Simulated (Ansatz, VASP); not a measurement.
## KBr: VASP beside Ansatz

File INCAR:

```
PREC = Accurate
ENCUT = 520
EDIFF = 1E-7
ISMEAR = 0
SIGMA = 0.02
LREAL = F
LASPH = T
NELM = 100
ALGO = Fast
ISIF = 2
LWAVE = F
LCHARG = F
GGA = PE
NBANDS = 15
```

KPOINTS

```
regular mesh
0
Gamma
  6 6 6
```

POSCAR

```
KBr
1.0
   -0.0132029250      3.2182870500      3.2193735750
    3.1722249750      0.0238047750      3.1823658750
    3.2248720500      3.2339264250     -0.0288423000
K Br
1 1
Direct
    0.0051845103      0.0077084282      0.0244252088
    0.4948154897      0.4922915718      0.4755747912
```

Input for Ansatz:

```yaml
crystal:
  lattice:
    - [-0.013202925, 3.21828705, 3.219373575]
    - [3.172224975, 0.023804775, 3.182365875]
    - [3.22487205, 3.233926425, -0.0288423]
  atoms:
    - { symbol: K, position: [0.0051845103, 0.0077084282, 0.0244252088] }
    - { symbol: Br, position: [0.4948154897, 0.4922915718, 0.4755747912] }
basis:
  ecutwfc: 420
kpoints:
  mp_grid: { grid: [6, 6, 6] }
hamiltonian:
  xc: pbe
scf:
  occupations: { method: gaussian, width: 0.02 }
output:
  forces: true
  stress: true
  eigenvalues: true
```

Change from the starting cell: all atoms moved at random, cell strained at random.

Alike in both runs: task single point; functional PBE; k mesh 6 × 6 × 6; occupations gaussian, width 0.02 eV; no spin polarisation.

```csv
,VASP,Ansatz
version,VASP 6.6.1,Ansatz 0.2.0
potentials or method,"VASP PAW PBE potentials, release 64 (K_sv, Br)","scalar-relativistic, plane waves, PAW"
plane-wave cutoff (eV),520,420
valence electrons in the cell,16,16
```

Ansatz gave:

```
gap on the k mesh at the Fermi level (eV)       : 4.66
least direct gap on the mesh (eV)               : 4.66
pressure (GPa)                                  : 3.0
largest component of the traceless stress (GPa) : 0.73
rms of the force components (eV/Å)              : 0.310
```

Q: Estimate VASP's values.

A: gap on the k mesh at the Fermi level (eV): 4.66; least direct gap on the mesh (eV): 4.66; pressure (GPa): 3.1; largest component of the traceless stress (GPa): 0.74; rms of the force components (eV/Å): 0.314.

Atom by atom the forces differ by 0.004 eV/Å (rms over components).
